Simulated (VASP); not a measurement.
# Sb (I4/mmm) in VASP: further runs

Runs on Sb. Level: r2SCAN. Tasks: single point.

All numbers are computed with VASP 6.6.1; they aren't measurements. Logs are shortened: lines on timing, memory, paths and dates and some standing lists are left out, and cuts for length are marked.

### Step 1. Starting point

It takes space group I4/mmm (No. 139, tetragonal). Conventional cell: a = 3.153 Å, b = 3.153 Å, c = 5.424 Å, α = 90.00°, β = 90.00°, γ = 90.00°. Sb (site symmetry 4/mmm) has 12 Sb at 3.15 to 3.51 Å as nearest neighbours.

This isn't the form of Sb at room conditions, which is rhombohedral.

### Step 2. Single point, r2SCAN

INCAR

```
ADDGRID = False
ALGO = Normal
EDIFF = 1E-6
ENCUT = 500
ISIF = 2
ISMEAR = 0
LASPH = True
LCHARG = False
LMIXTAU = True
LREAL = Auto
LWAVE = False
METAGGA = R2SCAN
NBANDS = 8
NELM = 100
PREC = Accurate
SIGMA = 0.05
```

KPOINTS

```
k-points
0
Gamma
  7 7 7
```

POSCAR

```
Sb
1.0
   -1.5765401831      1.5765401831      2.7119384313
    1.5765401831     -1.5765401831      2.7119384313
    1.5765401831      1.5765401831     -2.7119384313
Sb
1
Direct
    0.0000000000      0.0000000000      0.0000000000
```

Potentials or basis: VASP PAW PBE potentials, release 64 (Sb).

Command:

```bash
$ cat potpaw_PBE.64/Sb/POTCAR > POTCAR
$ mpirun -np 1 vasp_std > vasp.out
```

OUTCAR:

```text
EDIFF = 1E-6
   ENCUT = 500
   ISIF = 2
   ISMEAR = 0
   LASPH = True
   LREAL = Auto
   METAGGA = R2SCAN
   NELM = 100
   PREC = Accurate

 Found     40 irreducible k-points:

 Following reciprocal coordinates:
            Coordinates               Weight
  0.000000  0.000000  0.000000      1.000000
  0.142857  0.000000 -0.000000      8.000000
  0.285714  0.000000  0.000000      8.000000
  0.428571  0.000000 -0.000000      8.000000
  0.142857  0.142857 -0.000000      8.000000
  0.285714  0.142857  0.000000     16.000000
   k-points           NKPTS =     40   k-points in BZ     NKDIM =     40   number of bands    NBANDS=      8
   number of dos      NEDOS =    301   number of ions     NIONS =      1
   total plane-waves  NPLWV =  21952
   dimension x,y,z NGX =    28 NGY =   28 NGZ =   28
   dimension x,y,z NGXF=    56 NGYF=   56 NGZF=   56
   ions per type =               1
   NGX,Y,Z   is equivalent  to a cutoff of  13.26, 13.26, 13.26 a.u.
   NGXF,Y,Z  is equivalent  to a cutoff of  26.52, 26.52, 26.52 a.u.
 SYSTEM =  unknown system
   PREC   = accura    normal or accurate (medium, high low for compatibility)
   ISTART =      0    job   : 0-new  1-cont  2-samecut
   ICHARG =      2    charge: 1-file 2-atom 10-const
   ISPIN  =      1    spin polarized calculation?
   LNONCOLLINEAR =      F non collinear calculations
   LSORBIT =      F    spin-orbit coupling
   LASPH  =      T    aspherical Exc in radial PAW
   ENCUT  =  500.0 eV  36.75 Ry    6.06 a.u.   6.40  6.40  6.40*2*pi/ulx,y,z
   NELM   =    100;   NELMIN=  2; NELMDL= -5     # of ELM steps
   EDIFF  = 0.1E-05   stopping-criterion for ELM
   LREAL  =      T    real-space projection
   EDIFFG = 0.1E-04   stopping-criterion for IOM
   NSW    =      0    number of steps for IOM
   IBRION =     -1    ionic relax: 0-MD 1-quasi-New 2-CG
   NFREE  =      0    steps in history (QN), initial steepest desc. (CG)
   ISIF   =      2    stress and relaxation
   ISYM   =      2    0-nonsym 1-usesym 2-fastsym
   POTIM  = 0.5000    time-step for ionic-motion
   TEBEG  =    0.0;   TEEND  =   0.0 temperature during run
   PSTRESS=    0.0 pullay stress
   NELECT =       5.0000    total number of electrons
   NUPDOWN=      -1.0000    fix difference up-down
   EMIN   =  10.00;   EMAX   =-10.00  energy-range for DOS
   EFERMI =   0.00;   METHOD = LEGACY
   ISMEAR =     0;   SIGMA  =   0.05  broadening in eV -4-tet -1-fermi 0-gaus
   EFERMI_NEDOS =   21; number of points for ismear=-14 and -15
   IALGO  =     38    algorithm
   IMIX   =      4    mixing-type and parameters
     AMIX     =   0.40;   BMIX     =  1.00
     AMIX_MAG =   1.60;   BMIX_MAG =  1.00
  volume/ion in A,a.u.               =      26.96       181.95
  Fermi-wavevector in a.u.,A,eV,Ry     =   0.933573  1.764197 11.858269  0.871558
  Thomas-Fermi vector in A             =   2.060288
   LORBIT       =      0    0 simple, 1 ext, 2 COOP (PROOUT), +10 PAW based schemes
   METAGGA = R2SCAN    functional components
   LHFCALC =     F    Hartree Fock is set to
   AEXX    =    0.0000 exact exchange contribution
   IVDW    =     0    specifies the selected vdW correction
   LEPSILON=     F    determine dielectric tensor
   LRPA    =     F    only Hartree local field effects (RPA)
 non-spin polarized calculation
 Gauss-broadening in eV      SIGMA  =   0.05
  energy-cutoff  :      500.00
  volume of cell :       26.96
 maximum number of plane-waves:       693
 NGX is ok and might be reduce to    28
   NGX = 13   NGY = 13   NGZ = 13

 number of electron       5.0000000 magnetization

 Free energy of the ion-electron system (eV)
  ---------------------------------------------------
  ext. energy  EPLUGINS =         0.00000000
  ---------------------------------------------------
  free energy    TOTEN  =       -25.23862883 eV

  energy without entropy =      -25.23800862  energy(sigma->0) =      -25.23831872

 E-fermi :   8.4879     XC(G=0): -10.7784

 val. band max:        8.3932433391   @ k =  -0.1429  -0.4286   0.1429
 cond. band min:       8.5051538679   @ k =  -0.1429   0.2857   0.1429
 fundamental gap:      0.1119105288
 Fermi energy:         8.4878930103

 k-point     1 :       0.0000    0.0000    0.0000
  band No.  band energies     occupation
      1      -5.1215      2.00000
      2      13.3282      0.00000
      3      14.2123      0.00000
      4      14.2123      0.00000
      5      18.1915      0.00000
      6      19.6907      0.00000
      7      19.7552      0.00000
      8      19.7552      0.00000

 k-point     2 :       0.1429    0.0000   -0.0000
  band No.  band energies     occupation
      1      -4.6887      2.00000
      2      11.0247      0.00000
      3      12.6284      0.00000
      4      14.1325      0.00000
      5      17.3282      0.00000
      6      18.5994      0.00000
      7      20.2447      0.00000
      8      20.4225      0.00000

 k-point     3 :       0.2857    0.0000    0.0000
  band No.  band energies     occupation
      1      -3.4165      2.00000
      2       6.6479      2.00000
      3      11.2327      0.00000
      4      14.0728      0.00000
      5      15.8375      0.00000
      6      18.4660      0.00000
      7      21.0155      0.00000
      8      22.0527      0.00000

 k-point     4 :       0.4286    0.0000   -0.0000
  band No.  band energies     occupation
      1      -1.5619      2.00000
      2       3.0845      2.00000
      3      10.3988      0.00000
      4      14.1350      0.00000
      5      15.1147      0.00000
      6      18.9264      0.00000
      7      19.9118      0.00000
      8      20.2756      0.00000

 k-point     5 :       0.1429    0.1429   -0.0000
  band No.  band energies     occupation
      1      -4.0469      2.00000
      2       9.7726      0.00000
      3      10.6134      0.00000
      4      12.4174      0.00000
      5      17.7604      0.00000
      6      18.2707      0.00000
      7      20.2328      0.00000
      8      21.1724      0.00000

 k-point     6 :       0.2857    0.1429    0.0000
  band No.  band energies     occupation
      1      -2.5955      2.00000
      2       6.0132      2.00000
      3       9.7065      0.00000
      4      11.4868      0.00000
      5      16.6119      0.00000
      6      18.3935      0.00000
      7      20.4653      0.00000
      8      21.4684      0.00000

 [... further k-points ...]

------------------------ aborting loop because EDIFF is reached ----------------------------------------

  FORCE on cell =-STRESS in cart. coord.  units (eV):
  Direction    XX          YY          ZZ          XY          YZ          ZX
  --------------------------------------------------------------------------------------
  -------------------------------------------------------------------------------------
  Total        0.0425262      0.0425262      0.8976861      0.0000000      0.0000000      0.0000000
  in kB        2.5270703      2.5270703     53.3439528      0.0000000      0.0000000      0.0000000
  external PRESSURE =      19.4660312 kB  Pullay stress =       0.0000000 kB

 VOLUME and BASIS-vectors are now :
 -----------------------------------------------------------------------------
  energy-cutoff  :      500.00
  volume of cell :       26.96
      direct lattice vectors                 reciprocal lattice vectors
    -1.576540183  1.576540183  2.711938431     0.000000000  0.317150178  0.184369967
     1.576540183 -1.576540183  2.711938431     0.317150178  0.000000000  0.184369967
     1.576540183  1.576540183 -2.711938431     0.317150178  0.317150178  0.000000000

 POSITION                                       TOTAL-FORCE (eV/Angst)
 -----------------------------------------------------------------------------------
      0.00000      0.00000      0.00000         0.000000      0.000000      0.000000
 -----------------------------------------------------------------------------------
    total drift:                                0.000000     -0.000000     -0.000000

  FREE ENERGIE OF THE ION-ELECTRON SYSTEM (eV)
  ---------------------------------------------------
  free  energy   TOTEN  =       -25.2386288252 eV

  energy  without entropy=      -25.2380086238  energy(sigma->0) =      -25.23831872
```

Wall time 43 s (1 thread of Intel Xeon Platinum 8375C at 2.90GHz (Ice Lake), shared host); peak memory 0.16 GiB.

The run converged, but some of its settings lie outside the range that counts as converged, so its numbers aren't taken as properties of the crystal.

What came out:

- Free energy: -25.2386 eV
- Pressure: 1.9 GPa
- Band gap on the k mesh: none (metal or under the smearing width)

Caveat: the k mesh is coarse (spacing up to 0.40 Å⁻¹), so the values aren't converged; the PAW data sets were made with another functional, which shifts forces and pressure a little.

### Step 3. Single point, r2SCAN

INCAR is that of step 2.

KPOINTS is that of step 2.

POSCAR

```
Sb
1.0
   -1.5638750000      1.6131910000      2.7402030000
    1.6104090000     -1.5604430000      2.7365900000
    1.5281950000      1.5247630000     -2.7095380000
Sb
1
Direct
    0.0004760000      0.0218010000      0.0165680000
```

Potentials or basis: VASP PAW PBE potentials, release 64 (Sb).

Command:

```bash
$ cat potpaw_PBE.64/Sb/POTCAR > POTCAR
$ mpirun -np 1 vasp_std > vasp.out
```

Wall time 2.8 min (1 thread of Intel Xeon Platinum 8375C at 2.90GHz (Ice Lake), shared host); peak memory 0.17 GiB.

The run converged, but some of its settings lie outside the range that counts as converged, so its numbers aren't taken as properties of the crystal.

Results:

```yaml
Free_energy: -25.2435 eV
Pressure: 2.0 GPa
Band_gap_on_the_k_mesh: none (metal or under the smearing width)
```

Caveat: the k mesh is coarse (spacing up to 0.41 Å⁻¹), so the values aren't converged; the PAW data sets were made with another functional, which shifts forces and pressure a little.
